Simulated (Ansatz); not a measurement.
The system is Tl.

```xyz
2
Lattice="3.4560 0.0000 0.0000 -1.7280 2.9930 0.0000 0.0000 0.0000 5.5250" Properties=species:S:1:pos:R:3 pbc="T T T"
Tl    1.7280    0.9977    4.1438
Tl    0.0000    1.9953    1.3813
```

Program: Ansatz 0.2.0. Alike in all runs: task band structure; potentials or basis Ansatz PAW; no spin polarisation; cell as given; k mesh 9 × 9 × 5; smearing fermi-dirac 0.05 eV.

**Question.** Order these runs on this cell by their pressure, lowest first.
A. level LDA; cutoff (eV) 420
B. level PBEsol; cutoff (eV) 420
C. level BLYP; cutoff (eV) 420
D. level r2SCAN; cutoff (eV) 500
E. level RPBE; cutoff (eV) 420

**Answer.** A (-1.6 GPa), B (0.2 GPa), D (2.1 GPa), E (5.4 GPa), C (7.2 GPa).

Caveats: the PAW data sets come from PBE, with cores solved anew for the run's functional, which leaves a small shift of forces and pressure.
